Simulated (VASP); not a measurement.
# RuS₂: molecular dynamics with a thermostat

RuS₂, Pa-3 (no. 205), 12 atoms in the cell. PBE, molecular dynamics; PAW potentials Ru, S (PBE set).

Ensemble: Nose-Hoover; Target temperature (K): 1000.

## Input

INCAR:
```
SYSTEM = RuS2
GGA = PE ; PREC = Normal
ENCUT = 260 ; EDIFF = 1E-6
NELMIN = 4 ; NELM = 60
ALGO = Normal ; LREAL = Auto
LASPH = .TRUE. ; ISMEAR = 0
SIGMA = 0.05 ; ISYM = 0
LWAVE = .FALSE. ; LCHARG = .FALSE.
IBRION = 0 ; NSW = 60
POTIM = 2.0 ; TEBEG = 1000
ISIF = 2 ; RANDOM_SEED = 886004 0 0
MDALGO = 2 ; SMASS = 0
KPAR = 2
```

KPOINTS:
```
k-points
0
Monkhorst-Pack
  2 2 2
```

POSCAR:
```
RuS2
1.0
    5.6106000000      0.0000000000      0.0000000000
    0.0000000000      5.6106000000      0.0000000000
    0.0000000000      0.0000000000      5.6106000000
Ru S
4 8
Direct
    0.0000000000      0.5000000000      0.5000000000
    0.5000000000      0.5000000000      0.0000000000
    0.5000000000      0.0000000000      0.5000000000
    0.0000000000      0.0000000000      0.0000000000
    0.3883100000      0.1116900000      0.8883100000
    0.1116900000      0.8883100000      0.3883100000
    0.8883100000      0.3883100000      0.1116900000
    0.6116900000      0.6116900000      0.6116900000
    0.6116900000      0.8883100000      0.1116900000
    0.8883100000      0.1116900000      0.6116900000
    0.1116900000      0.6116900000      0.8883100000
    0.3883100000      0.3883100000      0.3883100000
```

Commands:
```
cat potpaw_PBE.64/Ru/POTCAR potpaw_PBE.64/S/POTCAR > POTCAR
mpirun -np 2 vasp_std > vasp.out
```

## Result

- Mean temperature (K): 1071
- Rise of the mean potential energy above the start (meV/atom): 151.0
- Electronic steps per ionic step after the first: 5.1

Course of the run:

| Time (fs) | Temperature (K) | Potential energy less the first (meV/atom) |
|---|---|---|
| 2 | 999 | 0.0 |
| 12 | 636 | 45.1 |
| 20 | 256 | 97.8 |
| 30 | 392 | 100.1 |
| 38 | 1285 | 62.8 |
| 48 | 2199 | 107.9 |
| 56 | 1159 | 258.1 |
| 66 | 605 | 327.2 |
| 74 | 1302 | 263.3 |
| 84 | 1816 | 204.9 |
| 92 | 1331 | 205.3 |
| 102 | 946 | 178.9 |
| 110 | 990 | 122.9 |
| 120 | 1006 | 53.8 |

REPORT:
```
MDALGO =   2
               SCALING =       0
                 CNEXP =     9.000   14.000
           RANDOM_SEED =            886004                0                0

   original number of atomic DOF:         33
   number of independent constraints:      0
   number of active DOF:                  33

========================================
         MD step No.       1
========================================

  Atomic velocities initialized by STEP_tb

  >Energies
                    E_tot             E_pot             E_kin               EPS                ES
   e_b>   -0.74907245E+02   -0.76327391E+02    0.14201462E+01    0.00000000E+00    0.00000000E+00

  >Temperature
               T_sim     T_inst
   tmprt>   1000.000    998.789

  >Thermostat:
           s(n+1) sdot(n+1)      s(n)   sdot(n)        Qs
   s_b>  -0.00001  -0.00003   0.00000   0.00000   0.28261

           RANDOM_SEED =            886004               72                0

[... steps left out ...]

========================================
         MD step No.      60
========================================

  >Energies
                    E_tot             E_pot             E_kin               EPS                ES
   e_b>   -0.74905888E+02   -0.75681739E+02    0.14298317E+01    0.36577406E+00   -0.10197550E+01

  >Temperature
               T_sim     T_inst
   tmprt>   1000.000   1005.600

  >Thermostat:
           s(n+1) sdot(n+1)      s(n)   sdot(n)        Qs
   s_b>  -0.30230   0.05626  -0.35860   0.05634   0.28261

           RANDOM_SEED =            886004               72                0
```

OSZICAR:
```
N       E                     dE             d eps       ncg     rms          rms(c)
DAV:   1     0.322546202815E+03    0.32255E+03   -0.24684E+04   416   0.866E+02
DAV:   2    -0.501704580266E+02   -0.37272E+03   -0.35546E+03   464   0.229E+02
DAV:   3    -0.773612248371E+02   -0.27191E+02   -0.26876E+02   472   0.647E+01
DAV:   4    -0.781221813521E+02   -0.76096E+00   -0.75214E+00   496   0.111E+01
DAV:   5    -0.781453744223E+02   -0.23193E-01   -0.23177E-01   464   0.193E+00    0.377E+01
DAV:   6    -0.769889225861E+02    0.11565E+01   -0.11880E+01   480   0.167E+01    0.172E+01
DAV:   7    -0.767377728052E+02    0.25115E+00   -0.71553E+00   432   0.146E+01    0.132E+01
DAV:   8    -0.763269840956E+02    0.41079E+00   -0.14969E+00   416   0.697E+00    0.851E-01
DAV:   9    -0.763270876685E+02   -0.10357E-03   -0.16564E-01   512   0.145E+00    0.343E-01
DAV:  10    -0.763270990427E+02   -0.11374E-04   -0.92874E-03   424   0.465E-01    0.243E-01
DAV:  11    -0.763274626233E+02   -0.36358E-03   -0.18387E-03   504   0.278E-01    0.126E-01
DAV:  12    -0.763273887871E+02    0.73836E-04   -0.86527E-04   512   0.201E-01    0.663E-02
[... left out ...]
     58 T=  1031. E= -.74906259E+02 F= -.75390438E+02 E0= -.75390438E+02  EK= 0.14654E+01 SP= -.13E+01 SK= 0.36E+00
     59 T=  1025. E= -.74906116E+02 F= -.75546210E+02 E0= -.75546210E+02  EK= 0.14572E+01 SP= -.12E+01 SK= 0.36E+00
[... last step whole ...]
       N       E                     dE             d eps       ncg     rms          rms(c)
DAV:   1    -0.756817257140E+02   -0.13551E+00   -0.16466E-04   720   0.268E+00    0.496E-02
DAV:   2    -0.756817402209E+02   -0.14507E-04   -0.81498E-04   400   0.135E-01    0.330E-02
DAV:   3    -0.756817392652E+02    0.95576E-06   -0.19976E-05   488   0.282E-02    0.208E-02
DAV:   4    -0.756817390021E+02    0.26312E-06   -0.27402E-06   352   0.115E-02
     60 T=  1006. E= -.74905888E+02 F= -.75681739E+02 E0= -.75681739E+02  EK= 0.14298E+01 SP= -.10E+01 SK= 0.37E+00
```

Limits: 120 fs of 12 atoms are too short for converged averages.

VASP 6.6.1 took 435 s on 2 cores (Intel Xeon Platinum 8259CL @ 2.50GHz (Skylake/Cascade Lake)), a shared host.
